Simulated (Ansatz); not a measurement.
# In3Ga2P5: the cost of one run

Computed with Ansatz 0.2.0 (DFT PBE, scalar-relativistic, plane waves, PAW, unless a step's input says otherwise).

### 1 The structure to begin with

Symmetry: R-3m, No. 166, trigonal system. Conventional cell: a = 3.925 Å, b = 3.925 Å, c = 48.072 Å, α = 90.00°, β = 90.00°, γ = 120.00°. In (site symmetry 3m) has 6 P at 2.78 Å in its first shell of neighbours. In (site symmetry -3m) has 6 P at 2.78 Å in its first shell of neighbours. Ga (site symmetry 3m) is surrounded by 6 P at 2.78 Å. P (site symmetry 3m) is surrounded by 3 In at 2.78 Å and 3 Ga at 2.78 Å. P (site symmetry 3m) has 3 Ga at 2.78 Å and 3 In at 2.78 Å in its first shell of neighbours. P (site symmetry -3m) has 6 In at 2.78 Å in its first shell of neighbours.

Coordinates:

```cif
data_structure
_symmetry_space_group_name_H-M 'P 1'
_symmetry_Int_Tables_number 1
_cell_length_a 16.1833
_cell_length_b 16.1833
_cell_length_c 16.1833
_cell_angle_alpha 13.931
_cell_angle_beta 13.931
_cell_angle_gamma 13.931
_cell_volume 213.79
loop_
_atom_site_label
_atom_site_type_symbol
_atom_site_fract_x
_atom_site_fract_y
_atom_site_fract_z
_atom_site_occupancy
In1 In 0.30000 0.30000 0.30000 1
In2 In 0.50000 0.50000 0.50000 1
In3 In 0.70000 0.70000 0.70000 1
Ga1 Ga 0.90000 0.90000 0.90000 1
Ga2 Ga 0.10000 0.10000 0.10000 1
P1 P 0.60000 0.60000 0.60000 1
P2 P 0.20000 0.20000 0.20000 1
P3 P 0.80000 0.80000 0.80000 1
P4 P 0.40000 0.40000 0.40000 1
P5 P 0.00000 0.00000 0.00000 1
```

The start is an ordering of an alloy on its end members' structure types: elements ordered on the sites of the InP type, Ga/In on In (R-3m, No. 166).

### 2 Probe: one point on a coarse mesh

input.yaml reads:

```yaml
crystal:
  lattice:
    - [1.96251423, 1.13305812, 16.02386158]
    - [-1.96251423, 1.13305812, 16.02386158]
    - [0.0, -2.26611624, 16.02386158]
  atoms:
    - { symbol: In, position: [0.3, 0.3, 0.3] }
    - { symbol: In, position: [0.5, 0.5, 0.5] }
    - { symbol: In, position: [0.7, 0.7, 0.7] }
    - { symbol: Ga, position: [0.9, 0.9, 0.9] }
    - { symbol: Ga, position: [0.1, 0.1, 0.1] }
    - { symbol: P, position: [0.6, 0.6, 0.6] }
    - { symbol: P, position: [0.2, 0.2, 0.2] }
    - { symbol: P, position: [0.8, 0.8, 0.8] }
    - { symbol: P, position: [0.4, 0.4, 0.4] }
    - { symbol: P, position: [0.0, 0.0, 0.0] }
basis:
  ecutwfc: 420
kpoints:
  mp_grid: { grid: [6, 6, 6] }
hamiltonian:
  xc: pbe
scf:
  occupations: { method: gaussian, width: 0.1 }
  lower_state_search: "off"
output:
  forces: true
  stress: true
  eigenvalues: true
```

Command:

```console
ansatz run input.yaml --threads 4 --pin off --max-ram 8192MiB --backend cpu --events-out ev --progress --plain --runs-dir out
```

Q: Estimate wall time and peak memory on 4 threads of AMD EPYC (Zen 3), shared host.

About 13 s, with a peak of 0.82 GiB.
